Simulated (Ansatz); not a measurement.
25Mg NMR of the central transition in MgB₂H₈

Cell: a computed structure from the Materials Project (it need not be an observed phase).

Space group F222 (No. 22); a = 10.1383, b = 11.1584, c = 11.7300 Å.

```csv
site,Wyckoff,site symmetry,x,y,z
Mg1,4c,222,0.2500,0.2500,0.2500
Mg2,4a,222,0.0000,0.0000,0.0000
B,16k,1,0.3517,0.1124,0.3812
H7,16k,1,0.3848,0.1473,0.4753
H11,16k,1,0.4136,0.1714,0.3118
H15,16k,1,0.3756,0.5077,0.8616
H19,16k,1,0.7325,0.6237,0.3764
```

One atom of each set is listed; the run and its k-mesh use a cell of 22 atoms with edges of 8.09, 7.75, 7.54 Å.

The numbers come from a DFT calculation in Ansatz (r2SCAN, plane waves and PAW, scalar-relativistic, 500 eV cutoff, Γ-centred 5×5×5 k-points, Fermi–Dirac smearing 0.02 eV).

25Mg has I = 5/2 and Q = 199.4 mb (Pyykkö 2018); at 18.8 T its Larmor frequency is ν₀ = 49.0 MHz. Only the quadrupole interaction is simulated: positions count from each site's isotropic chemical shift, and J coupling is left out, as are shift anisotropy and dipolar coupling, which fast spinning averages.

The Mg sites: Mg1 (1 atom; 8 H at 2.01–2.05 Å); Mg2 (1 atom; 8 H at 2.04–2.06 Å).

Fitted components of the simulated spectrum:

```
component  |C_Q| (MHz)     η
        A         2.53  0.30
        B         3.13  0.11
```

(1) Which site most likely gives which component?

Results:

(1) By the calculation, A is Mg1, B is Mg2. Like point charges on the first shell alone (each adding as 1/d³) would put Mg1 above Mg2: the covalent part of each bond and the atoms beyond the first shell count as well.
